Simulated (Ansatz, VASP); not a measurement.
Two plane-wave programs on H3Os

```
H Os
1.0
     2.85436    0.00000    0.00000
     0.00000    2.85436    0.00000
     0.00000    0.00000    5.70872
H Os
6 2
Direct
  0.00000 0.50000 0.25000
  0.00000 0.50000 0.75000
  0.50000 0.00000 0.25000
  0.50000 0.00000 0.75000
  0.50000 0.50000 0.00000
  0.50000 0.50000 0.50000
  0.00000 0.00000 0.00000
  0.00000 0.00000 0.50000
```

Alike in both runs: task single point; functional PBE; k mesh 8 × 8 × 4; occupations gaussian, width 0.1 eV; no spin polarisation.

```csv
,VASP,Ansatz
version,VASP 6.6.1,Ansatz 0.2.0
potentials or method,"VASP PAW PBE potentials, release 64 (H, Os)","scalar-relativistic, plane waves, PAW"
plane-wave cutoff (eV),520,420
valence electrons in the cell,22,38
```

|  | VASP | Ansatz | Ansatz less VASP |
| --- | --- | --- | --- |
| gap on the k mesh at the Fermi level (eV) | none | none | - |
| pressure (GPa) | 0.8 | 0.3 | -0.47 |

A gap of «none» marks a metal or a gap that the smearing closes. With one functional, cell and mesh, what is left measures potentials, basis and numerics. The two sets of potentials don't hold the same shells in valence.

Spin-orbit coupling is left out, which matters for the levels of Os.
